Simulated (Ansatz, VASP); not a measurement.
# Two plane-wave programs on Ti3Si2

INCAR

```
SYSTEM = Ti3Si2
ALGO     = Normal         ! electronic algorithm
EDIFF    = 1E-7           ! SCF threshold, eV
EDIFFG   = -0.01          ! ionic threshold
ENCUT    = 600            ! plane-wave cutoff, eV
GGA      = PE             ! functional
IBRION   = 2              ! ionic algorithm
ISIF     = 3              ! what is computed and relaxed
ISMEAR   = 0              ! smearing method
LASPH    = .TRUE.         ! aspherical terms in the spheres
LCHARG   = .FALSE.        ! write CHGCAR
LREAL    = .FALSE.        ! projectors in reciprocal space
LWAVE    = .FALSE.        ! write WAVECAR
NELM     = 100            ! most SCF steps
NSW      = 100            ! ionic steps
PREC     = Accurate       ! precision mode
SIGMA    = 0.1            ! smearing width, eV
```

Contents of KPOINTS:

```
k-points
0
G
  8 8 8
  0 0 0
```

File POSCAR:

```
Ti3Si2
1.0
    4.5506507260      0.0000000000      0.0000000000
    0.0000000000      4.5506507260      0.0000000000
    0.0000000000      0.0000000000      4.5506507260
Ti Si
3 2
Direct
    0.5000000000      0.0000000000      0.0000000000
    0.0000000000      0.5000000000      0.0000000000
    0.0000000000      0.0000000000      0.5000000000
    0.5000000000      0.5000000000      0.5000000000
    0.0000000000      0.0000000000      0.0000000000
```

Input for Ansatz:

```yaml
crystal:
  lattice:
    - [4.550650726, 0.0, 0.0]
    - [0.0, 4.550650726, 0.0]
    - [0.0, 0.0, 4.550650726]
  atoms:
    - { symbol: Ti, position: [0.5, 0.0, 0.0] }
    - { symbol: Ti, position: [0.0, 0.5, 0.0] }
    - { symbol: Ti, position: [0.0, 0.0, 0.5] }
    - { symbol: Si, position: [0.5, 0.5, 0.5] }
    - { symbol: Si, position: [0.0, 0.0, 0.0] }
basis:
  ecutwfc: 420
kpoints:
  mp_grid: { grid: [8, 8, 8] }
hamiltonian:
  xc: pbe
scf:
  occupations: { method: gaussian, width: 0.1 }
output:
  forces: true
  stress: true
  eigenvalues: true
  write_density: true
  write_potential: true
  elf: true
  volumetric_format: npy
relax:
  adjacent_minimum: "off"
  f_tol: 0.01
  max_steps: 80
  cell: { stress_tol: 0.05 }
```

Alike in both runs: task relaxation of cell and atoms; functional PBE; k mesh 8 × 8 × 8; occupations gaussian, width 0.1 eV; no spin polarisation.

```csv
,VASP,Ansatz
version,VASP 6.6.1,Ansatz 0.2.0
potentials or method,"VASP PAW PBE potentials, release 64 (Ti_sv, Si)","scalar-relativistic, plane waves, PAW"
plane-wave cutoff (eV),600,420
valence electrons in the cell,44,44
```

VASP gave:

```
gap on the k mesh at the Fermi level, each at its own relaxed structure (eV) : none
relaxed volume (Å³/atom)                                                     : 18.82
relaxed cell length with the largest relative difference (Å)                 : 4.548
```

Question: Estimate Ansatz's values.

Answer: gap on the k mesh at the Fermi level, each at its own relaxed structure (eV): none; relaxed volume (Å³/atom): 18.83; relaxed cell length with the largest relative difference (Å): 4.549.

A gap of «none» marks a metal or a gap that the smearing closes.
